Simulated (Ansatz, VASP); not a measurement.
**One calculation of Pb, two programs**

INCAR

```
SYSTEM = Pb
ALGO = Normal ; EDIFF = 1E-6
ENCUT = 520 ; GGA = PE
ISIF = 2 ; ISMEAR = 0
LASPH = .TRUE. ; LCHARG = .TRUE.
LELF = .TRUE. ; LREAL = .FALSE.
LVHAR = .TRUE. ; LWAVE = .FALSE.
NBANDS = 13 ; NELM = 100
PREC = Accurate ; SIGMA = 0.6
```

KPOINTS

```
k-points
0
G
  11 11 11
  0 0 0
```

POSCAR

```
Pb
1.0
    0.0000000000      2.5175937382      2.5175937382
    2.5175937382      0.0000000000      2.5175937382
    2.5175937382      2.5175937382      0.0000000000
Pb
1
Direct
    0.0000000000      0.0000000000      0.0000000000
```

Input for Ansatz:

```yaml
crystal:
  lattice:
    - [0.0, 2.5175937382, 2.5175937382]
    - [2.5175937382, 0.0, 2.5175937382]
    - [2.5175937382, 2.5175937382, 0.0]
  atoms:
    - { symbol: Pb, position: [0.0, 0.0, 0.0] }
hamiltonian:
  xc: pbe
  pseudopotentials:
    kind: paw
    azcp:
      Pb: "pseudopotentials/Pb.paw.azcp"
basis:
  ecutwfc: 420
  fft_grid_basis: typed
kpoints:
  mp_grid: { grid: [11, 11, 11], shift: [0, 0, 0] }
magnetization:
  spin_polarized: false
scf:
  occupations: { method: gaussian, width: 0.6 }
  lower_state_search: "off"
output:
  stress: true
```

Alike in both runs: task single point; functional PBE; k mesh 11 × 11 × 11; occupations gaussian, width 0.6 eV; no spin polarisation.

|  | VASP | Ansatz |
| --- | --- | --- |
| version | VASP 6.6.1 | Ansatz 0.2.0 |
| potentials or method | VASP PAW PBE potentials, release 64 (Pb_d) | plane waves (420 eV) with PAW, scalar-relativistic |
| plane-wave cutoff (eV) | 520 | 420 |
| valence electrons in the cell | 14 | 14 |

|  | VASP | Ansatz | Ansatz less VASP |
| --- | --- | --- | --- |
| pressure (GPa) | 0.2 | 0.3 | +0.05 |

The runs have no spin-orbit coupling, so splittings on Pb are missing.
